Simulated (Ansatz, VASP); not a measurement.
## GaSb: VASP beside Ansatz

```
Ga Sb
1.0
    -2.71651    2.71651    1.54825
     2.71651   -2.71651    1.54825
     2.71651    2.71651   -1.54825
Ga Sb
1 1
Direct
  0.25000 0.75000 0.50000
  0.00000 0.00000 0.00000
```

Alike in both runs: functional PBEsol; k mesh 16 × 16 × 16; occupations gaussian, width 0.1 eV; no spin polarisation.

Ansatz relaxed the structure, and its values are those at the end. VASP's run is a single point on that final structure, the one shown.

|  | VASP | Ansatz |
| --- | --- | --- |
| version | VASP 6.6.1 | Ansatz 0.2.0 |
| potentials or method | VASP PAW PBE potentials, release 64 (Ga_d, Sb) | scalar-relativistic, plane waves, PAW |
| plane-wave cutoff (eV) | 520 | 420 |
| valence electrons in the cell | 18 | 28 |

|  | VASP | Ansatz | Ansatz less VASP |
| --- | --- | --- | --- |
| gap on the k mesh at the Fermi level (eV) | none | none | - |
| pressure (GPa) | 0.0 | 0.0 | +0.01 |

A gap of «none» marks a metal or a gap that the smearing closes. The two sets of potentials don't hold the same shells in valence.

Caveats: the PAW data sets were made with another functional, which shifts forces and pressure a little (VASP). The runs have no spin-orbit coupling, so splittings on Sb are missing.
